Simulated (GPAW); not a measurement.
# A GW chain in GPAW: BeS (F-43m)

Wanted: ground state, empty states, screening and self-energy for BeS (F-43m).

Calculated with GPAW 26.7.0; LDA and many-body steps on it, plane waves.

The database entry behind the starting cell differs from later determinations by our own check (0.1 to 0.3 % short, probably kX units), so it need not match the best structure at ambient conditions.

### Step 1. Set-up

Symmetry: F-43m, No. 216, cubic system. The conventional cell has a = 4.850 Å, b = 4.850 Å, c = 4.850 Å, α = 90.00°, β = 90.00°, γ = 90.00°. Nearest to Be lie 4 S at 2.10 Å. Nearest to S lie 4 Be at 2.10 Å. Farther neighbours and most contacts between anions are not listed.

The cell and positions come from the Crystallography Open Database and are kept as given unless a step says otherwise.

### Step 2. Ground state

This step: GPAW 26.7.0; DFT, LDA, plane waves, PAW.

The ground-state density comes first.

The input, run.py:

```python
import json
import numpy as np
from gpaw.mpi import world
from ase import Atoms
from gpaw import GPAW, PW, FermiDirac

atoms = Atoms(['Be', 'S'],
    cell=[[0.0000000000, 2.4250000000, 2.4250000000],
      [2.4250000000, 0.0000000000, 2.4250000000],
      [2.4250000000, 2.4250000000, 0.0000000000]],
    scaled_positions=[[0.0000000000, 0.0000000000, 0.0000000000],
      [0.2500000000, 0.2500000000, 0.2500000000]],
    pbc=(True, True, True))
calc = GPAW(mode=PW(600),
    xc='LDA',
    kpts={'size': (8, 8, 8), 'gamma': True},
    occupations=FermiDirac(0.001),
    nbands=-7,
    convergence={'density': 1e-6, 'bands': -3},
    maxiter=100,
    txt='gs.txt')
atoms.calc = calc
res = {'energy': atoms.get_potential_energy()}
kpts = calc.get_ibz_k_points()
res['kpts'] = kpts
res['eigenvalues'] = [calc.get_eigenvalues(kpt=k) for k in range(len(kpts))]
res['n_electrons'] = calc.get_number_of_electrons()
calc.write('gs.gpw')

if world.rank == 0:
    with open('result.json', 'w') as f:
        json.dump(res, f, default=lambda x: x.tolist())
```

Command:

```bash
$ mpirun -n 4 gpaw python run.py
```

Output:

```text
__  _  _
 | _ |_)|_||  |
 |__||  | ||/\| - 26.7.0

Input parameters:
  mode=PW(ecut=600.0),
  convergence={'density': 1e-06, 'bands': -3},
  kpts=MonkhorstPack(size=(8, 8, 8), gamma=True),
  maxiter=100,
  nbands=-7,
  occupations=Occupations(name='fermi-dirac', width=0.001, fixmagmom=False),
  xc=XC(name='LDA')
  [... matrices ...]
Diagonalizing LCAO Hamiltonian
Converting LCAO to pw mode

           S

       Be

Atoms  # Å, Bohr magnetons
|   | symbol |        x |        y |        z |    initial magnetic moments |
| 0 |     Be | 0.000000 | 0.000000 | 0.000000 | ( 0.0000,  0.0000,  0.0000) |
| 1 |      S | 1.212500 | 1.212500 | 1.212500 | ( 0.0000,  0.0000,  0.0000) |

Unit cell  # Å
| periodic |        x |        y |        z |  lengths |    angles |
|      yes | 0.000000 | 2.425000 | 2.425000 | 3.429468 | 60.000000 |
|      yes | 2.425000 | 0.000000 | 2.425000 | 3.429468 | 60.000000 |
|      yes | 2.425000 | 2.425000 | 0.000000 | 3.429468 | 60.000000 |

Number of symmetries: 24
Symmetry operations  # r_c * U_cc + t_c -> r_c
|    | kind |            matrix            |
|  0 |  E   |  1, 0, 0,  0, 1, 0,  0, 0, 1 |
|  1 |  σ   |  1, 0, 0,  0, 0, 1,  0, 1, 0 |
|  2 |  σ   |  1, 0,-1,  0, 1,-1,  0, 0,-1 |
|  3 |  C3  |  1, 0,-1,  0, 0,-1,  0, 1,-1 |
|  4 |  C3  |  1,-1, 0,  0,-1, 1,  0,-1, 0 |
|  5 |  σ   |  1,-1, 0,  0,-1, 0,  0,-1, 1 |
|  6 |  σ   |  0, 1, 0,  1, 0, 0,  0, 0, 1 |
|  7 |  C3  |  0, 1, 0,  0, 0, 1,  1, 0, 0 |
|  8 |  C2  |  0, 1,-1,  1, 0,-1,  0, 0,-1 |
|  9 |  S4  |  0, 1,-1,  0, 0,-1,  1, 0,-1 |
| 10 |  C3  |  0, 0, 1,  1, 0, 0,  0, 1, 0 |
| 11 |  σ   |  0, 0, 1,  0, 1, 0,  1, 0, 0 |
| 12 |  S4  |  0, 0,-1,  1, 0,-1,  0, 1,-1 |
| 13 |  C3  |  0, 0,-1,  0, 1,-1,  1, 0,-1 |
| 14 |  S4  |  0,-1, 1,  1,-1, 0,  0,-1, 0 |
| 15 |  C2  |  0,-1, 1,  0,-1, 0,  1,-1, 0 |
| 16 |  C3  |  0,-1, 0,  1,-1, 0,  0,-1, 1 |
| 17 |  S4  |  0,-1, 0,  0,-1, 1,  1,-1, 0 |
| 18 |  S4  | -1, 1, 0, -1, 0, 1, -1, 0, 0 |
| 19 |  C3  | -1, 1, 0, -1, 0, 0, -1, 0, 1 |
| 20 |  C3  | -1, 0, 1, -1, 1, 0, -1, 0, 0 |
| 21 |  S4  | -1, 0, 1, -1, 0, 0, -1, 1, 0 |
| 22 |  σ   | -1, 0, 0, -1, 1, 0, -1, 0, 1 |
| 23 |  C2  | -1, 0, 0, -1, 0, 1, -1, 1, 0 |

BZ-sampling:
  Number of BZ points: 512
  Number of IBZ points: 29

  Monkhorst-Pack size: [8, 8, 8]
  Monkhorst-Pack shift: [0.0625, 0.0625, 0.0625]

K-points  # in reciprocal-cell coordinates
|     |                                coordinates |     weight |
|   0 | (  0.00000000,   0.00000000,   0.00000000) | 0.00195312 |
|   1 | (  0.12500000,   0.12500000,   0.00000000) | 0.01171875 |
|   2 | (  0.12500000,   0.12500000,   0.12500000) | 0.01562500 |
|   3 | (  0.25000000,   0.12500000,   0.12500000) | 0.02343750 |
|   4 | (  0.25000000,   0.25000000,   0.00000000) | 0.01171875 |
|   5 | (  0.25000000,   0.25000000,   0.12500000) | 0.04687500 |
|   6 | (  0.25000000,   0.25000000,   0.25000000) | 0.01562500 |
|   7 | (  0.37500000,   0.25000000,  -0.37500000) | 0.04687500 |
|   8 | (  0.37500000,   0.25000000,   0.12500000) | 0.04687500 |
|   9 | (  0.37500000,   0.25000000,   0.25000000) | 0.04687500 |
| ... |                                            |            |
|  28 | (  0.50000000,   0.50000000,   0.50000000) | 0.00781250 |

Plane wave coefficients: 961
Cutoff: 600.0 eV

Spin-components: 1 (collinear spins)
Bands:           11
Projectors:      8
Spin-degeneracy: 2
Datatype:        complex128

  Storage: CPU
  Wave functions: 4_802_864 bytes (1_200_716 per core)
  Projectors: 8_295_856 bytes (2_073_964 per core)
  [... matrices ...]
Parallelization:
  kpt:    4
  domain: 1
  band:   1

Density:
  Valence electrons: 8.0
  Components: 1
  Grid points: [20 20 20]
  Charge: 0.0  # |e|

Potential:
  Grid points: [20 20 20]

species:
  Be:
    name:    Beryllium
    Z:       4.0
    valence: 2
    core:    2
    charge:  0.0  # [|e|]
    compensation charges:
      type: gauss
      rc: 0.25  # [Å]
      lmax: 2
    cutoffs:
      filter: 1.42  # [Å]
      core: 1.84  # [Å]
    projectors
    | kind |    occ | energy [eV] | rcut [Å] |
    |   2s |  2.000 |      -5.600 |    0.794 |
    |   2p |  0.000 |      -2.099 |    0.794 |
    |    s |        |      21.612 |    0.794 |

    Using partial waves for Be as LCAO basis

  S:
    name:    Sulfur
    Z:       16.0
    valence: 6
    core:    10
    charge:  0.0  # [|e|]
    compensation charges:
      type: gauss
      rc: 0.24  # [Å]
      lmax: 2
    cutoffs:
      filter: 1.77  # [Å]
      core: 1.66  # [Å]
    projectors
    | kind |    occ | energy [eV] | rcut [Å] |
    |   3s |  2.000 |     -17.278 |    0.974 |
    |   3p |  4.000 |      -7.106 |    0.979 |
    |    s |        |       9.933 |    0.974 |
    |    p |        |      20.105 |    0.979 |
    |    d |        |       0.000 |    0.900 |

    Using partial waves for S as LCAO basis

Reference energy: -11217.772390  # eV

eigensolver:
  PPCG
  Converge bands: -3
  niter=2

density mixing:
  MSR1-Mixer
  Pratt-step length: 0.05
  Maximum mixing coefficient: 0.75
  Old densities: 10
  SVD Regularization: 0.005
  Good broyden scale: 1.0
  Trust region scale: 1.0
  Backstep threshold: 4.0
  History deletion threshold: 6.0
  Fourier metric: weight=20.0, sigma=0.015

occupation numbers:
  Fermi-Dirac:
    width: 0.0010  # eV

poisson solver:
  ecut: 4800.0  # eV

xc functional:
  name: None

Initialization done in: 0.906 s

convergence criteria:
- Maximum integral of absolute [dens]ity change: 1e-06 electrons / valence electron
- Maximum [total energy] change in last 3 cyles: 0.0005 eV / valence electron
- Maximum integral of absolute [eigenst]ate change: 4e-08 eV^2 / valence electron
maximum number of iterations: 100

SCF iterations
|iter     |     time |      energy | eigst |  dens |
|iter:   1|  |  -11.285268 | +1.31 |       |
|iter:   2|  |  -11.263874 | -0.14 | -0.92 |
|iter:   3|  |  -11.108571 | -1.34 | -0.95 |
|iter:   4|  |  -11.107013 | -2.70 | -1.59 |
|iter:   5|  |  -11.107216c| -4.24 | -2.22 |
|iter:   6|  |  -11.107249c| -5.25 | -2.73 |
|iter:   7|  |  -11.107250c| -6.70 | -3.76 |
|iter:   8|  |  -11.107250c| -7.49c| -4.18 |
|iter:   9|  |  -11.107250c| -8.28c| -5.42 |
|iter:  10|  |  -11.107250c| -9.06c| -6.02c|

Converged in 10 steps
SCF loop duration: 1.306 s (0.131 s/step)
Energy contributions relative to reference atoms: (reference = -11217.772390)
  [... matrices ...]
Energy contributions:
  Kinetic:          11.407094
  Coulomb:         -10.517814
  Zero:              0.008327
  External:          0.000000
  Xc:              -12.004857
  Entropy:          -0.000000
  Spinorbit:         0.000000
  ----------------------------
  Free energy:     -11.107250
  Extrapolated:    -11.107250

dipole moment: (-8.599956, -8.599956, -8.599956)  # |e|*Ang

Fermi level: 6.536
Eigenvalues  # (at kpt = [0.000, 0.000, 0.000])
| band index |      eig [eV] | occ [0-2] |
|          0 |        -9.172 |     2.000 |
|          1 |         4.514 |     2.000 |
|          2 |         4.514 |     2.000 |
|          3 |         4.514 |     2.000 |
|          4 |        10.021 |     0.000 |
|          5 |        10.021 |     0.000 |
|          6 |        10.021 |     0.000 |
|          7 |        10.158 |     0.000 |
|          8 |        17.162 |     0.000 |
|          9 |        17.162 |     0.000 |
|         10 |        19.135 |     0.000 |

Gap: 2.896 eV
Transition (v -> c):
  (s=0, k=0, n=3, [0.00, 0.00, 0.00]) -> (s=0, k=24, n=4, [0.50, 0.50, 0.00])
Direct/indirect transitions are different
Direct gap: 5.507 eV
Transition at: (s=0, k=0, n=3, [0.00, 0.00, 0.00])
# Writing to gs.gpw (mode='')
  [... matrices ...]
```

Wall time 4 s (4 MPI ranks of Arm Neoverse V1, shared host); peak memory 0.57 GiB; 16 s of CPU time.

This step gave:

```
total energy               : -11.11 eV
gap                        : 2.896 eV
k of the valence top       : 0, 0, 0
k of the conduction bottom : 0.5, 0.5, 0
least direct gap           : 5.507 eV
```

The gap is indirect, with the least direct gap 2.61 eV higher.

### Step 3. Bands along the symmetry lines

The cheap functional maps the bands first; the places of the edges decide which points the dearer methods must see.

The input, run.py:

```python
import json
import numpy as np
from gpaw.mpi import world
from gpaw import GPAW

path = [[0.000000, 0.000000, 0.000000],
    [-0.062500, -0.062500, 0.000000],
    [-0.125000, -0.125000, 0.000000],
    [-0.187500, -0.187500, 0.000000],
    [-0.250000, -0.250000, 0.000000],
    [-0.312500, -0.312500, 0.000000],
    [-0.375000, -0.375000, 0.000000],
    [-0.437500, -0.437500, 0.000000],
    [-0.500000, -0.500000, 0.000000],
    [-0.484375, -0.484375, 0.031250],
    [-0.468750, -0.468750, 0.062500],
    [-0.453125, -0.453125, 0.093750],
    [-0.437500, -0.437500, 0.125000],
    [-0.421875, -0.421875, 0.156250],
    [-0.406250, -0.406250, 0.187500],
    [-0.390625, -0.390625, 0.218750],
    [-0.375000, -0.375000, 0.250000],
    [-0.375000, 0.000000, 0.375000],
    [-0.328125, 0.000000, 0.328125],
    [-0.281250, 0.000000, 0.281250],
    [-0.234375, 0.000000, 0.234375],
    [-0.187500, 0.000000, 0.187500],
    [-0.140625, 0.000000, 0.140625],
    [-0.093750, 0.000000, 0.093750],
    [-0.046875, 0.000000, 0.046875],
    [0.000000, 0.000000, 0.000000],
    [0.000000, 0.000000, 0.062500],
    [0.000000, 0.000000, 0.125000],
    [0.000000, 0.000000, 0.187500],
    [0.000000, 0.000000, 0.250000],
    [0.000000, 0.000000, 0.312500],
    [0.000000, 0.000000, 0.375000],
    [0.000000, 0.000000, 0.437500],
    [-0.000000, -0.000000, 0.500000],
    [-0.062500, -0.031250, 0.468750],
    [-0.125000, -0.062500, 0.437500],
    [-0.187500, -0.093750, 0.406250],
    [-0.250000, -0.125000, 0.375000],
    [-0.312500, -0.156250, 0.343750],
    [-0.375000, -0.187500, 0.312500],
    [-0.437500, -0.218750, 0.281250],
    [-0.500000, -0.250000, 0.250000],
    [-0.500000, -0.281250, 0.218750],
    [-0.500000, -0.312500, 0.187500],
    [-0.500000, -0.343750, 0.156250],
    [-0.500000, -0.375000, 0.125000],
    [-0.500000, -0.406250, 0.093750],
    [-0.500000, -0.437500, 0.062500],
    [-0.500000, -0.468750, 0.031250],
    [-0.500000, -0.500000, 0.000000]]
calc = GPAW('gs.gpw').fixed_density(kpts=path,
    symmetry='off',
    nbands=14,
    convergence={'bands': 10},
    txt='bands.txt')
res = {}
kpts = calc.get_ibz_k_points()
res['kpts'] = kpts
res['eigenvalues'] = [calc.get_eigenvalues(kpt=k) for k in range(len(kpts))]
res['n_electrons'] = calc.get_number_of_electrons()

if world.rank == 0:
    with open('result.json', 'w') as f:
        json.dump(res, f, default=lambda x: x.tolist())
```

Command:

```bash
$ mpirun -n 4 gpaw python run.py
```

Output:

```text
Diagonalizing LCAO Hamiltonian
Converting LCAO to pw mode
convergence criteria:
- Maximum integral of absolute [eigenst]ate change: 4e-08 eV^2 / valence electron
maximum number of iterations: 100

SCF iterations
|iter     |     time |      energy | eigst |  dens |
|iter:   1|  |             | +2.08 |       |
|iter:   2|  |             | +0.95 |       |
|iter:   3|  |             | +0.04 |       |
[...]
|iter:   7|  |             | -5.45 |       |
|iter:   8|  |             | -6.81 |       |
|iter:   9|  |             | -7.93c|       |
SCF steps: 9
  __  _  _
 | _ |_)|_||  |
 |__||  | ||/\| - 26.7.0

Input parameters:
  mode=PW(ecut=600.0),
  convergence={'bands': 10},
  gpts=array([20, 20, 20]),
  kpts=KPoints(kpts=array([[ 0.      ,  0.      ,  0.      ],
         [-0.0625  , -0.0625  ,  0.      ],
         [-0.125   , -0.125   ,  0.      ],
         [-0.1875  , -0.1875  ,  0.      ],
[...]
[-0.484375, -0.484375,  0.03125 ],
[...]
[-0.453125, -0.453125,  0.09375 ],
[...]
[-0.421875, -0.421875,  0.15625 ],
[...]
[-0.390625, -0.390625,  0.21875 ],
[...]
[-0.328125,  0.      ,  0.328125],
[...]
[-0.234375,  0.      ,  0.234375],
[...]
[-0.140625,  0.      ,  0.140625],
[...]
[-0.046875,  0.      ,  0.046875],
         [ 0.      ,  0.      ,  0.      ],
         [ 0.      ,  0.      ,  0.0625  ],
         [ 0.      ,  0.      ,  0.125   ],
[...]
[ 0.      ,  0.      ,  0.375   ],
         [ 0.      ,  0.      ,  0.4375  ],
[...]
[-0.5     , -0.4375  ,  0.0625  ],
         [-0.5     , -0.46875 ,  0.03125 ],
         [-0.5     , -0.5     ,  0.      ]])),
  maxiter=100,
  nbands=14,
  occupations=Occupations(name='fermi-dirac', width=0.001, fixmagmom=False),
  parallel={},
  symmetry=Symmetry(point_group=False, time_reversal=False),
  xc=XC(name='LDA')
  [... matrices ...]
timing:  # [seconds]
  Total: 0.028  # ━━━━━━━━━━━━━━━━━━━━━━━━━━━━━━━━━━━━━━━━━━━━━━━━━━━━━━━━━━━
```

Wall time 4.6 s (4 MPI ranks); peak memory 0.6 GiB; 18 s of CPU time.

This step gave:

| Item | Value |
| --- | --- |
| gap | 2.896 eV |
| k of the valence top | 0, 0, 0 |
| k of the conduction bottom | -0.5, -0.5, 0 |
| least direct gap | 5.460 eV |

The gap is 2.896 eV, as in the run before at this level.

The electronic bands at the labelled points (eV, zero at the top of the highest filled band; v1 is the highest filled band, c1 the lowest empty one):

```
    point      v4     v3     v2     v1    c1    c2     c3     c4
        Γ  -13.69   0.00   0.00   0.00  5.51  5.51   5.51   5.64
  halfway  -12.79  -2.76  -1.64  -1.64  4.26  6.45   8.54   8.54
        X  -11.51  -5.05  -2.68  -2.68  2.90  4.78  12.54  12.54
  halfway  -11.50  -4.93  -3.25  -2.57  3.43  5.40  11.82  12.09
        U  -11.52  -4.58  -4.18  -2.23  4.18  7.36  10.37  11.17
jump to K  -11.52  -4.58  -4.18  -2.23  4.18  7.36  10.37  11.17
  halfway  -12.71  -3.57  -2.18  -0.60  6.13  6.74   7.09   8.48
        Γ  -13.69   0.00   0.00   0.00  5.51  5.51   5.51   5.64
  halfway  -13.01  -3.35  -0.61  -0.61  5.38  6.41   6.41   9.06
        L  -12.06  -5.86  -1.05  -1.05  5.33  6.40   6.40  10.92
  halfway  -11.78  -5.32  -2.81  -1.87  5.91  6.44   8.98  10.32
        W  -11.45  -4.26  -3.94  -3.42  6.30  7.88   8.24   8.77
  halfway  -11.48  -4.81  -3.17  -3.09  4.15  5.81  10.91  11.20
        X  -11.51  -5.05  -2.68  -2.68  2.90  4.78  12.54  12.54
```

The electronic bands as a text plot (rows in eV, shown from -8.0 to 8.9 only):

```
    8.5 |     ++            +++++                        +++
    7.8 |                     ++ ++        +         +   +++
    7.1 |  +++            +   +++  ++    ++         +   +   +
    6.4 |  ++ ++         +      ++++++     ++++++++++++++++
    5.7 |++     ++     ++     ++ ++++++++++++     ++++++   ++++
    5.0 | ++++    +++++    +++               +++++             ++
    4.3 |     ++         ++                                  +
    3.6 |       +++    ++                                     +
    2.9 |          ++++                                        ++
    2.2 |
    1.5 |
    0.8 |
    0.1 |**                        ********
   -0.6 | ***                   ******  *  *****
   -1.3 |  *****            **** ****    **     ******
   -2.0 |    *  **       ***    *          *         ***
   -2.7 |     **  *******     ** **                   * *     ***
   -3.4 |       **     **   **  *           *          *******
   -4.1 |         *      ***  **             **          ***
   -4.8 |          ***********                 *       **   *****
   -5.5 |                                       *******
   -6.2 |
   -6.9 |
   -7.6 |
         Γ           X  U|K            Γ         L        W     X
```

### Step 4. Empty states on the mesh, 6×6×6 mesh, 100 bands

The sums over transitions need many empty states on a uniform mesh; this step solves for them.

The input, run.py:

```python
import json
import numpy as np
from gpaw.mpi import world
from gpaw import GPAW

calc = GPAW('gs.gpw').fixed_density(kpts={'size': (6, 6, 6), 'gamma': True},
    parallel={'domain': 1, 'band': 1},
    txt='nscf.txt')
calc.diagonalize_full_hamiltonian(nbands=100)
calc.write('full.gpw', mode='all')
res = {}
kpts = calc.get_ibz_k_points()
res['kpts'] = kpts
res['eigenvalues'] = [calc.get_eigenvalues(kpt=k) for k in range(len(kpts))]
res['n_electrons'] = calc.get_number_of_electrons()

if world.rank == 0:
    with open('result.json', 'w') as f:
        json.dump(res, f, default=lambda x: x.tolist())
```

Command:

```bash
$ mpirun -n 4 gpaw python run.py
```

Output:

```text
Diagonalizing LCAO Hamiltonian
Converting LCAO to pw mode
convergence criteria:
- Maximum integral of absolute [eigenst]ate change: 4e-08 eV^2 / valence electron
maximum number of iterations: 100

SCF iterations
|iter     |     time |      energy | eigst |  dens |
|iter:   1|  |             | +1.32 |       |
|iter:   2|  |             | -0.03 |       |
|iter:   3|  |             | -1.73 |       |
[...]
|iter:   7|  |             | -6.38 |       |
|iter:   8|  |             | -7.37 |       |
|iter:   9|  |             | -7.95c|       |
SCF steps: 9
  __  _  _
 | _ |_)|_||  |
 |__||  | ||/\| - 26.7.0

Input parameters:
  mode=PW(ecut=600.0),
  convergence={'density': 1e-06, 'bands': -3},
  gpts=array([20, 20, 20]),
  kpts=MonkhorstPack(size=(6, 6, 6), gamma=True),
  maxiter=100,
  nbands=11,
  occupations=Occupations(name='fermi-dirac', width=0.001, fixmagmom=False),
  parallel={'domain': 1, 'band': 1},
  xc=XC(name='LDA')
Matrix size: 950x950
# Writing to full.gpw (mode='all')
  [... matrices ...]

timing:  # [seconds]
  Total: 3.891  # ━━━━━━━━━━━━━━━━━━━━━━━━━━━━━━━━━━━━━━━━━━━━━━━━━━━━━━━━━━━
```

Run time: 7.1 s. Hardware: 4 MPI ranks; peak memory 0.87 GiB; 28 s of CPU time.

This step gave:

| Property | Result |
| --- | --- |
| gap | 2.896 eV |
| k of the valence top | 0, 0, 0 |
| k of the conduction bottom | 0.5, 0.5, 0 |
| least direct gap | 5.507 eV |
| k points computed | 16 |
| lowest point of the top converged band, above the valence top | 117.1115 eV |

On this mesh the gap is 2.896 eV.

(Part 1 of 2 ends here.)

[Paths, hosts, dates, memory and timing lines, banners, echoed tables and standing remarks are left out of the program output.]

[Logs are printed without paths, hosts, clocks, repeated set-up lines and the standing remarks that a program may print on its own settings, such as how far it seeks lower states.]

[Runs of the session that timed out or met a known fault of the program may be left out.]

[Hosts, paths, dates, database ids (printed as entryN), source tags and the programs' standing remarks are cut or masked in the printed files.]
